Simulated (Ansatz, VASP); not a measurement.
## Two plane-wave programs on C

```
C
1.0
     3.88411    0.00000    0.00000
     0.00000    3.88411    0.00000
     0.00000    0.00000    3.88411
C
8
Direct
  0.50000 0.50000 0.50000
  0.00000 0.00000 0.00000
  0.25000 0.00000 0.50000
  0.50000 0.25000 0.00000
  0.50000 0.75000 0.00000
  0.75000 0.00000 0.50000
  0.00000 0.50000 0.75000
  0.00000 0.50000 0.25000
```

Alike in both runs: functional r2SCAN; k mesh 4 × 4 × 4; occupations gaussian, width 0.1 eV; no spin polarisation.

Ansatz relaxed the structure, and its values are those at the end. VASP's run is a single point on that final structure, the one shown.

|  | VASP | Ansatz |
| --- | --- | --- |
| version | VASP 6.6.1 | Ansatz 0.2.0 |
| potentials or method | VASP PAW PBE potentials, release 64 (C) | scalar-relativistic, plane waves, PAW |
| plane-wave cutoff (eV) | 520 | 500 |
| valence electrons in the cell | 32 | 32 |

VASP gave:

```
gap on the k mesh at the Fermi level (eV) : none
pressure (GPa)                            : 0.2
```

**Question.** Which values does Ansatz return?

**Answer.** gap on the k mesh at the Fermi level (eV): none; pressure (GPa): 0.0.

A gap of «none» marks a metal or a gap that the smearing closes. With one functional, cell and mesh, what is left measures potentials, basis and numerics.

Caveats: the k mesh is coarse (spacing up to 0.40 Å⁻¹), so the values aren't converged; the PAW data sets were made with another functional, which shifts forces and pressure a little (VASP).
